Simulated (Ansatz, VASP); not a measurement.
**One calculation of ZnSe (Stilleite), two programs**

INCAR

```
SYSTEM = ZnSe
ALGO = Normal ; EDIFF = 1E-7
ENCUT = 520 ; GGA = PE
GGA_COMPAT = .False. ; ISIF = 2
ISMEAR = -1 ; LASPH = .True.
LCHARG = .False. ; LORBIT = 11
LORBMOM = .True. ; LREAL = .False.
LSORBIT = .True. ; LWAVE = .False.
MAGMOM = 0 0 0 0 0 0 ; NBANDS = 30
NELM = 150 ; PREC = Accurate
SIGMA = 0.05
```

KPOINTS

```
k-points
0
Gamma
  6 6 6
  0 0 0
```

The input POSCAR:

```
ZnSe
1.0
    0.0000000000      2.8338000000      2.8338000000
    2.8338000000      0.0000000000      2.8338000000
    2.8338000000      2.8338000000      0.0000000000
Se Zn
1 1
Direct
    0.7500000000      0.7500000000      0.7500000000
    0.0000000000      0.0000000000      0.0000000000
```

The input input.yaml:

```yaml
crystal:
  lattice:
    - [0.0, 2.8338, 2.8338]
    - [2.8338, 0.0, 2.8338]
    - [2.8338, 2.8338, 0.0]
  atoms:
    - { symbol: Se, position: [0.75, 0.75, 0.75] }
    - { symbol: Zn, position: [0.0, 0.0, 0.0] }
kpoints:
  mp_grid: { grid: [6, 6, 6] }
  band_path:
    path:
      - [0.0, 0.0, 0.0]
      - [0.5, 0.0, 0.5]
      - [0.5, 0.25, 0.75]
      - [0.375, 0.375, 0.75]
      - [0.0, 0.0, 0.0]
      - [0.5, 0.5, 0.5]
      - [0.625, 0.25, 0.625]
      - [0.5, 0.25, 0.75]
    npoints: 8
scf:
  occupations: { method: fermi_dirac, width: 0.05 }
hamiltonian:
  xc: pbe
  pseudopotentials: { kind: all_electron, lapw: { basis_error: 0.001 } }
magnetization:
  noncollinear: true
  spin_orbit: true
output:
  forces: true
  stress: true
  eigenvalues: true
```

Alike in both runs: functional PBE; k mesh 6 × 6 × 6; occupations fermi-dirac, width 0.05 eV; non-collinear spin, spin-orbit coupling.

|  | VASP | Ansatz |
| --- | --- | --- |
| version | VASP 6.6.1 | Ansatz 0.2.0 |
| potentials or method | VASP PAW PBE potentials, release 64 (Se, Zn) | all-electron LAPW, relativistic spinors |
| plane-wave cutoff (eV) | 520 | see its input |
| task | single point | band structure |

```tsv
	VASP	Ansatz	Ansatz less VASP
gap on the k mesh at the Fermi level (eV)	1.16	1.16	+0.001
least direct gap on the mesh (eV)	1.16	1.16	+0.001
pressure (GPa)	2.4	2.1	-0.23
net moment per atom (μB)	0.00	0.00	0.000
```

Ansatz ran all-electron here, so the differences hold the error of VASP's frozen core and of both bases.
